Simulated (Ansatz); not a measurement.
CsCl:
```cif
data_ClCs
_chemical_formula_sum 'Cs1 Cl1'
_space_group_name_H-M_alt 'Pm-3m'
_space_group_IT_number 221
_space_group_name_Hall '-P 4 2 3'
_cell_length_a 4.06859
_cell_length_b 4.06859
_cell_length_c 4.06859
_cell_angle_alpha 90.000
_cell_angle_beta 90.000
_cell_angle_gamma 90.000
loop_
_atom_site_label
_atom_site_type_symbol
_atom_site_symmetry_multiplicity
_atom_site_Wyckoff_symbol
_atom_site_fract_x
_atom_site_fract_y
_atom_site_fract_z
_atom_site_occupancy
Cs1 Cs 1 a 0.00000 0.00000 0.00000 1
Cl1 Cl 1 b 0.50000 0.50000 0.50000 1
```

Relaxed with PBEsol.

Task: Give the optical modes at the zone centre with their infrared activity from DFPT, the program Ansatz at the PBEsol level (PAW).

Result: Transverse frequencies, without the LO–TO term; a row sums one degenerate level.

```csv
ω (cm⁻¹),degeneracy,IR ((D/Å)²/amu),activity,symmetry
93,3,4.45,IR,T1u
```

Task: How high does the top mode go among those that the LO–TO term moves?

Result: 156 cm⁻¹ for q along x.

The PBEsol relaxation kept the symmetry of its start. Spin–orbit coupling is left out wherever it is not named.

Potentials: the earlier of the program's two PAW sets. The files were generated under PBE; for other functionals the program regenerates the frozen cores, and for LDA and PBEsol the local potential too.
